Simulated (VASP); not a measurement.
## Si: single point with PBE

Crystal: Si.

```
Si
1.0
     0.00000    2.72185    2.72185
     2.72185    0.00000    2.72185
     2.72185    2.72185    0.00000
Si
2
Direct
  0.50000 0.50000 0.50000
  0.75000 0.75000 0.75000
```

- Program: VASP 6.6.1
- Task: single point
- Functional: PBE
- Potentials or basis: VASP PAW PBE potentials, release 64 (Si)
- Cutoff: 520 eV
- k mesh: 8 × 8 × 8
- Occupations: gaussian, width 0.012 eV
- Spin: no spin polarisation
- Further INCAR settings: ALGO = Fast; EDIFF = 1e-06; NBANDS = 11

```
Pressure               : 1.3 GPa
Band gap on the k mesh : 0.63 eV, indirect (least direct gap 2.56 eV)
```

Levels at points of the mesh, in eV from the valence-band top:
```
           k point  band 1  band 2  band 3  band 4  band 5  band 6  band 7  band 8
(0.00, 0.00, 0.00)  -11.91    0.00    0.00    0.00    2.56    2.56    2.56    3.29
(0.50, 0.00, 0.00)   -9.60   -6.93   -1.19   -1.19    1.51    3.34    3.34    7.72
(0.50, 0.50, 0.00)   -7.79   -7.79   -2.83   -2.83    0.72    0.72   10.05   10.05
```

It took 9.7 s on 1 thread of Intel(R) Xeon(R) 6975P-C (Granite Rapids), with other jobs on the host, peak memory 0.14 GiB.

A k mesh can miss the band edges.
